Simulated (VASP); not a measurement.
# Er (Im-3m) in VASP: further runs

The runs below take Er through single point, with PBE, RPBE, PBEsol.

Everything below comes from runs of VASP 6.6.1. Logs are shortened: lines on timing, memory, paths and dates and some standing lists are left out, and cuts for length are marked.

### 1 Starting point

The structure is cubic, space group Im-3m (No. 229). The conventional cell has a = 3.956 Å, b = 3.956 Å, c = 3.956 Å, α = 90.00°, β = 90.00°, γ = 90.00°. Er (site symmetry m-3m) has 8 Er at 3.43 Å as nearest neighbours.

This isn't the form of Er at room conditions, which is hcp.

### 2 Single point, PBE, collinear spin, ferromagnetic start

run.py reads:

```python
from ase.calculators.vasp import Vasp
from ase.dft.bandgap import bandgap
from ase.io import read

atoms = read('Er.cif')
atoms.set_initial_magnetic_moments([3.0])
calc = Vasp(
    directory='calc',
    xc='pbe',
    pp='PBE',
    setups='minimal',
    prec='Accurate',
    encut=500,
    ediff=1e-07,
    ismear=0,
    sigma=0.05,
    lreal=False,
    lasph=True,
    nelm=150,
    algo='Normal',
    isif=2,
    lwave=False,
    lcharg=False,
    ispin=2,
    lorbit=11,
    lmaxmix=6,
    kpts=[9, 9, 9],
    gamma=True,
)
atoms.calc = calc

print('energy (eV):', atoms.get_potential_energy())
print('free energy (eV):', atoms.get_potential_energy(force_consistent=True))
print('forces (eV/A):')
print(atoms.get_forces())
print('stress (eV/A^3, Voigt):', atoms.get_stress())
print('Fermi level (eV):', calc.get_fermi_level())
print('moment (muB):', atoms.get_magnetic_moment())
print('site moments (muB):', atoms.get_magnetic_moments())
gap, top, bottom = bandgap(calc)
print('band gap (eV):', gap, 'from (spin, k, band)', top, 'to', bottom)
```

Er.cif reads:

```cif
data_Er
_cell_length_a 3.42588990
_cell_length_b 3.42588990
_cell_length_c 3.42588990
_cell_angle_alpha 109.47122063
_cell_angle_beta 109.47122063
_cell_angle_gamma 109.47122063
_space_group_name_H-M_alt 'P1'
_space_group_name_Hall 'P 1'
_space_group_IT_number 1
loop_
_space_group_symop_operation_xyz
'x,y,z'
loop_
_atom_site_label
_atom_site_type_symbol
_atom_site_symmetry_multiplicity
_atom_site_Wyckoff_symbol
_atom_site_fract_x
_atom_site_fract_y
_atom_site_fract_z
_atom_site_occupancy
Er1 Er 1 a 0.0000000000 0.0000000000 0.0000000000 1
```

Potentials or basis: VASP PAW PBE potentials, release 64 (Er).

The run is started by

```console
> python run.py
```

Standard output:

```text
energy (eV): -5.11608464
free energy (eV): -5.12078352
forces (eV/A):
[[-0.  0.  0.]]
stress (eV/A^3, Voigt): [-0.01410129 -0.01410129 -0.01410129 -0.         -0.         -0.        ]
Fermi level (eV): 2.5728621
moment (muB): 2.291845
site moments (muB): [2.39]
band gap (eV): 0.0 from (spin, k, band) (None, None, None) to (None, None, None)
```

OUTCAR:

```text
ENCUT = 500.000000
   EDIFF = 1.00e-07
   GGA = PE
   PREC = Accurate
   ISIF = 2
   ISMEAR = 0
   ISPIN = 2
   LORBIT = 11
   NELM = 150
   LASPH = .TRUE.
   LREAL = .FALSE.

 ion  position               nearest neighbor table
   1  0.000  0.000  0.000-

  LATTYP: Found a body centered cubic cell.
 ALAT       =     3.9558769120

  Lattice vectors:

 A1 = (   3.4258899000,   0.0000000000,   0.0000000000)
 A2 = (  -1.1419632997,   3.2299599733,   0.0000000000)
 A3 = (  -1.1419632997,  -1.6149799861,   2.7972273904)

Analysis of symmetry for initial positions (statically):
=====================================================================
 Subroutine PRICEL returns:
 Original cell was already a primitive cell.

 Routine SETGRP: Setting up the symmetry group for a
 body centered cubic supercell.

 Subroutine GETGRP returns: Found 48 space group operations
 (whereof 48 operations were pure point group operations)
 out of a pool of 48 trial point group operations.

The static configuration has the point symmetry O_h .

Analysis of symmetry for dynamics (positions and initial velocities):
=====================================================================
 Subroutine PRICEL returns:
 Original cell was already a primitive cell.

 Routine SETGRP: Setting up the symmetry group for a
 body centered cubic supercell.

 Subroutine GETGRP returns: Found 48 space group operations
 (whereof 48 operations were pure point group operations)
 out of a pool of 48 trial point group operations.

The dynamic configuration has the point symmetry O_h .

Analysis of structural, dynamic, and magnetic symmetry:
[... 180 lines left out ...]
      1     -47.0050      1.00000
      2     -20.7789      1.00000
      3     -20.7789      1.00000
      4     -20.7789      1.00000
      5      -2.7260      1.00000
      6      -0.3180      1.00000
[... 676 lines left out ...]
      3     -21.2025      1.00000
      4     -21.2025      1.00000
      5      -0.1860      1.00000
      6      -0.1727      1.00000
[... 9 lines left out ...]
     16       8.2766      0.00000
     17       9.2574      0.00000
 Fermi energy:         2.5728621003

 spin component 2

 k-point     1 :       0.0000    0.0000    0.0000
  band No.  band energies     occupation
      1     -45.9412      1.00000
      2     -20.0301      1.00000
      3     -20.0301      1.00000
      4     -20.0301      1.00000
      5      -2.8035      1.00000
      6       1.5765      1.00000
[... 677 lines left out ...]
      4     -20.4889      1.00000
      5       1.3531      1.00000
      6       1.3813      1.00000
[... 9 lines left out ...]
     16       8.3256      0.00000
     17       9.6020      0.00000

------------------------ aborting loop because EDIFF is reached ----------------------------------------

 total charge

# of ion       s       p       d       f       tot
--------------------------------------------------
    1        2.140   5.755   0.392  11.358  19.645

 magnetization (x)

# of ion       s       p       d       f       tot
--------------------------------------------------
    1        0.003  -0.031  -0.020   2.438   2.390

  FORCE on cell =-STRESS in cart. coord.  units (eV):
  Direction    XX          YY          ZZ          XY          YZ          ZX
  --------------------------------------------------------------------------------------
  -------------------------------------------------------------------------------------
  Total        0.4364726      0.4364726      0.4364726      0.0000000      0.0000000      0.0000000
  in kB       22.5927572     22.5927572     22.5927572      0.0000000      0.0000000      0.0000000
  external PRESSURE =      22.5927572 kB  Pullay stress =       0.0000000 kB

 VOLUME and BASIS-vectors are now :
 -----------------------------------------------------------------------------
  energy-cutoff  :      500.00
  volume of cell :       30.95
      direct lattice vectors                 reciprocal lattice vectors
     3.425889900  0.000000000  0.000000000     0.291894961  0.103200453  0.178748428
    -1.141963300  3.229959973  0.000000000     0.000000000  0.309601360  0.178748428
    -1.141963300 -1.614979986  2.797227390     0.000000000  0.000000000  0.357496857

 POSITION                                       TOTAL-FORCE (eV/Angst)
 -----------------------------------------------------------------------------------
      0.00000      0.00000      0.00000        -0.000000      0.000000      0.000000
 -----------------------------------------------------------------------------------
    total drift:                               -0.000000      0.000000      0.000000

  FREE ENERGIE OF THE ION-ELECTRON SYSTEM (eV)
  ---------------------------------------------------
  free  energy   TOTEN  =        -5.1207835221 eV

  energy  without entropy=       -5.1113857487  energy(sigma->0) =       -5.11608464

 total charge

# of ion       s       p       d       f       tot
--------------------------------------------------
    1        2.140   5.755   0.392  11.358  19.645

 magnetization (x)

# of ion       s       p       d       f       tot
--------------------------------------------------
    1        0.003  -0.031  -0.020   2.438   2.390
```

INCAR:

```text
ENCUT = 500.000000
SIGMA = 0.050000
EDIFF = 1.00e-07
ALGO = Normal
GGA = PE
PREC = Accurate
ISIF = 2
ISMEAR = 0
ISPIN = 2
LMAXMIX = 6
LORBIT = 11
NELM = 150
LASPH = .TRUE.
LCHARG = .FALSE.
LWAVE = .FALSE.
LREAL = .FALSE.
MAGMOM = 1*3.0000
```

It took 75 s on 1 thread of AMD EPYC 9R45 (Zen 5), shared host; peak memory 0.16 GiB.

What came out:

```yaml
Free_energy: -5.1208 eV
Pressure: 2.3 GPa
Band_gap_on_the_k_mesh: none (metal or under the smearing width)
Net_moment: 2.29 μB per cell
Site_moments: Er +2.39 μB
Valence_electrons_inside_the_program's_atomic_spheres: Er 19.64
```

Caveat: the magnetic or orbital state may not be the lowest; spin-orbit coupling is left out, which moves the levels of the heavy elements.

### 3 Single point, RPBE, collinear spin, ferromagnetic start

INCAR reads:

```
PREC = Accurate ; ENCUT = 600
EDIFF = 1E-6 ; ISMEAR = 0
SIGMA = 0.1 ; LREAL = F
LASPH = T ; NELM = 120
ALGO = Normal ; ISIF = 2
LWAVE = F ; LCHARG = F
ISPIN = 2 ; MAGMOM = 3
LORBIT = 11 ; LMAXMIX = 6
GGA = RP
```

KPOINTS reads:

```
Automatic mesh
0
Gamma
  9 9 9
```

POSCAR reads:

```
Er
3.4259
   -0.577348567530      0.577348567530      0.577348567530
    0.577348567530     -0.577348567530      0.577348567530
    0.577348567530      0.577348567530     -0.577348567530
Er
1
Direct
    0.0000000000      0.0000000000      0.0000000000
```

Potentials or basis: VASP PAW PBE potentials, release 64 (Er_3), 4f in core.

The run is started by

```console
> cat potpaw_PBE.64/Er_3/POTCAR > POTCAR
> mpirun -np 1 vasp_std > vasp.out
```

Wall time 41 s (1 thread of Intel Xeon Platinum 8488C (Sapphire Rapids), shared host); peak memory 0.19 GiB.

The run converged. Its results:

* Free energy: -4.0284 eV
* Pressure: 2.0 GPa
* Band gap on the k mesh: none (metal or under the smearing width)
* Net moment: -0.03 μB per cell
* Site moments: Er -0.02 μB
* Valence electrons inside the program's atomic spheres: Er 8.06

Levels at points of the mesh, in eV from the Fermi level:
Spin up:
| k point | band 2 | band 3 | band 4 | band 5 | band 6 | band 7 |
| --- | --- | --- | --- | --- | --- | --- |
| (0.00, 0.00, 0.00) | -24.63 | -24.63 | -5.58 | 1.95 | 1.95 | 1.95 |
Spin down:
| k point | band 1 | band 2 | band 3 | band 4 | band 5 | band 6 | band 7 | band 8 |
| --- | --- | --- | --- | --- | --- | --- | --- | --- |
| (0.00, 0.00, 0.00) | -24.64 | -24.64 | -24.64 | -5.60 | 1.93 | 1.93 | 1.93 | 4.08 |

Caveat: the magnetic or orbital state may not be the lowest; the PAW data sets were made with another functional, which shifts forces and pressure a little; spin-orbit coupling is left out, which moves the levels of the heavy elements; the 4f electrons are frozen in the core as for a trivalent ion, so they carry no moment and show no levels. The state reached can hang on the start; a lower one may exist.

### 4 Single point, RPBE, collinear spin, ferromagnetic start

run.py: that of step 2 with these lines changed.

```diff
@@ -1,6 +1,11 @@
+from ase import Atoms
 from ase.calculators.vasp import Vasp
 from ase.dft.bandgap import bandgap
-from ase.io import read
 
-atoms = read('Er.cif')
+atoms = Atoms(
+    ['Er'],
+    cell=[[-1.9779384575, 1.9779384575, 1.9779384575], [1.9779384575, -1.9779384575, 1.9779384575], [1.9779384575, 1.9779384575, -1.9779384575]],
+    scaled_positions=[[0.0, 0.0, 0.0]],
+    pbc=True,
+)
 atoms.set_initial_magnetic_moments([3.0])
@@ -8,13 +13,13 @@
     directory='calc',
-    xc='pbe',
+    xc='rpbe',
     pp='PBE',
-    setups='minimal',
+    setups={'base': 'minimal', 'Er': '_3'},
     prec='Accurate',
-    encut=500,
-    ediff=1e-07,
+    encut=600,
+    ediff=1e-06,
     ismear=0,
-    sigma=0.05,
+    sigma=0.1,
     lreal=False,
     lasph=True,
-    nelm=150,
+    nelm=120,
     algo='Normal',
@@ -28,2 +33,3 @@
     gamma=True,
+    nbands=14,
 )
```

The run is started by

```console
> python run.py
```

It took 54 s on 1 thread of Intel Xeon Platinum 8488C (Sapphire Rapids), shared host; peak memory 0.19 GiB.

The run converged. Its results:

| Quantity | Value |
| --- | --- |
| Free energy | -4.0284 eV |
| Pressure | 2.0 GPa |
| Band gap on the k mesh | none (metal or under the smearing width) |
| Net moment | -0.02 μB per cell |
| Valence electrons inside the program's atomic spheres | Er 8.06 |

Levels at points of the mesh, in eV from the Fermi level:
Spin up:
| k point | band 1 | band 2 | band 3 | band 4 | band 5 | band 6 | band 7 | band 8 | band 9 |
| --- | --- | --- | --- | --- | --- | --- | --- | --- | --- |
| (0.00, 0.00, 0.00) | -24.63 | -24.63 | -24.63 | -5.58 | 1.94 | 1.94 | 1.94 | 4.09 | 4.09 |
Spin down:
| k point | band 1 | band 2 | band 3 | band 4 | band 5 | band 6 | band 7 | band 8 | band 9 |
| --- | --- | --- | --- | --- | --- | --- | --- | --- | --- |
| (0.00, 0.00, 0.00) | -24.64 | -24.64 | -24.64 | -5.60 | 1.93 | 1.93 | 1.93 | 4.08 | 4.08 |

Caveat: the magnetic or orbital state may not be the lowest; the PAW data sets were made with another functional, which shifts forces and pressure a little; spin-orbit coupling is left out, which moves the levels of the heavy elements; the 4f electrons are frozen in the core as for a trivalent ion, so they carry no moment and show no levels. The state reached can hang on the start; a lower one may exist.

### 5 Single point, PBEsol, collinear spin, ferromagnetic start

run.py: that of step 4 with these lines changed.

```diff
@@ -1,11 +1,6 @@
-from ase import Atoms
 from ase.calculators.vasp import Vasp
 from ase.dft.bandgap import bandgap
+from ase.io import read
 
-atoms = Atoms(
-    ['Er'],
-    cell=[[-1.9779384575, 1.9779384575, 1.9779384575], [1.9779384575, -1.9779384575, 1.9779384575], [1.9779384575, 1.9779384575, -1.9779384575]],
-    scaled_positions=[[0.0, 0.0, 0.0]],
-    pbc=True,
-)
+atoms = read('POSCAR')
 atoms.set_initial_magnetic_moments([3.0])
@@ -13,10 +8,10 @@
     directory='calc',
-    xc='rpbe',
+    xc='pbesol',
     pp='PBE',
-    setups={'base': 'minimal', 'Er': '_3'},
+    setups={'base': 'minimal'},
     prec='Accurate',
-    encut=600,
+    encut=520,
     ediff=1e-06,
     ismear=0,
-    sigma=0.1,
+    sigma=0.02,
     lreal=False,
@@ -33,3 +28,3 @@
     gamma=True,
-    nbands=14,
+    nbands=21,
 )
```

POSCAR reads:

```
Er
1.0
   -1.9779384575      1.9779384575      1.9779384575
    1.9779384575     -1.9779384575      1.9779384575
    1.9779384575      1.9779384575     -1.9779384575
Er
1
Direct
    0.0000000000      0.0000000000      0.0000000000
```

Potentials or basis: VASP PAW PBE potentials, release 64 (Er).

The run is started by

```console
> python run.py
```

Run time: 4.9 min. Hardware: 1 thread of AMD EPYC 7R43 (Zen 3), shared host; peak memory 0.18 GiB.

It converged, with:

| Item | Value |
| --- | --- |
| Free energy | -5.3269 eV |
| Pressure | 0.0 GPa |
| Band gap on the k mesh | none (metal or under the smearing width) |
| Net moment | 2.23 μB per cell |
| Site moments | Er +2.35 μB |
| Valence electrons inside the program's atomic spheres | Er 19.64 |

Levels at points of the mesh, in eV from the Fermi level:
Spin up:
```
           k point  band 8  band 9  band 10  band 11  band 12  band 13  band 14  band 15  band 16  band 17
(0.00, 0.00, 0.00)   -2.64   -1.79    -1.73    -1.73    -1.73     2.51     2.51     2.51     4.81     4.81
```
Spin down:
```csv
k point,band 7,band 8,band 9,band 10,band 11,band 12,band 13,band 14
"(0.00, 0.00, 0.00)",-0.36,-0.36,-0.36,-0.02,-0.02,-0.02,2.64,2.64
```

Caveat: the magnetic or orbital state may not be the lowest; the PAW data sets were made with another functional, which shifts forces and pressure a little; spin-orbit coupling is left out, which moves the levels of the heavy elements. The state reached can hang on the start; a lower one may exist.

### 6 The reference run

An earlier run on the cell as given: functional PBE; potentials or basis VASP PAW PBE potentials, release 64 (Er); cutoff 520 eV; k mesh 9 × 9 × 9; occupations fermi-dirac, width 0.05 eV; collinear spin, ferromagnetic start; starting moments [3.0] μB.

* Pressure: 1.7 GPa
* Band gap on the k mesh: none (metal or under the smearing width)
* Net moment: 2.20 μB per cell
* Site moments: Er +2.30 μB
* Valence electrons inside the program's atomic spheres: Er 19.68

### 7 The runs side by side

```csv
level,potentials or basis,cutoff (eV),smearing,gap on the mesh (eV),pressure (GPa),moment (μB)
PBE,"VASP PAW PBE potentials, release 64 (Er)",500,gaussian 0.05 eV,none,2.3,2.29
RPBE,"VASP PAW PBE potentials, release 64 (Er_3), 4f in core",600,gaussian 0.1 eV,none,2.0,0.02
PBEsol,"VASP PAW PBE potentials, release 64 (Er)",520,gaussian 0.02 eV,none,0.0,2.23
PBE,"VASP PAW PBE potentials, release 64 (Er)",520,fermi-dirac 0.05 eV,none,1.7,2.20
```

Alike in all rows: task single point; spin collinear, ferromagnetic start; cell as given; k mesh 9 × 9 × 9.

Caveats: the magnetic or orbital state may not be the lowest; spin-orbit coupling is left out, which moves the levels of the heavy elements; the PAW data sets were made with another functional, which shifts forces and pressure a little (some runs); the 4f electrons are frozen in the core as for a trivalent ion, so they carry no moment and show no levels (some runs).

Absolute energies hang on the potentials; compare differences alone.
